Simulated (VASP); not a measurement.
Ca:

```
CELL_PARAMETERS angstrom
3.98000 0.00000 0.00000
-1.99000 3.44678 0.00000
0.00000 0.00000 6.52000
ATOMIC_POSITIONS crystal
Ca 0.66667 0.33333 0.75000
Ca 0.33333 0.66667 0.25000
```

This isn't the form of Ca at room conditions, which is fcc.

```yaml
Program: VASP 6.6.1
Task: relaxation of cell and atoms
Functional: r2SCAN
Potentials_or_basis: VASP PAW PBE potentials, release 64 (Ca_sv)
Cutoff: 600 eV
k_mesh: 8 × 8 × 4
Occupations: methfessel-paxton, width 0.1 eV
Spin: no spin polarisation
```

At the start: pressure -0.5 GPa; volume 44.72 Å³/atom.

How do energy, volume and symmetry change on relaxing?

Over 5 steps the energy falls by 2.0 meV/atom and the volume is 43.45 Å³/atom (-2.8 %); space group P6_3/mmc (No. 194, to 0.05 Å).

Step by step:
```
step  energy change (eV)  largest force (eV/Å)  pressure (GPa)  volume (Å³)
   1              0.0000                0.0000           -0.50        89.44
   2             -0.0037                0.0000           -0.13        87.63
   3             -0.0040                0.0000            0.01        86.93
   4             -0.0040                0.0000            0.02        86.87
   5             -0.0041                0.0000           -0.01        86.90
```

Final structure:
```xyz
2
Lattice="3.9319 0.0000 0.0000 -1.9660 3.4052 0.0000 0.0000 0.0000 6.4908" Properties=species:S:1:pos:R:3 pbc="T T T"
Ca    1.9660    1.1351    4.8681
Ca    0.0000    2.2701    1.6227
```

Caveat: the PAW data sets were made with another functional, which shifts forces and pressure a little.
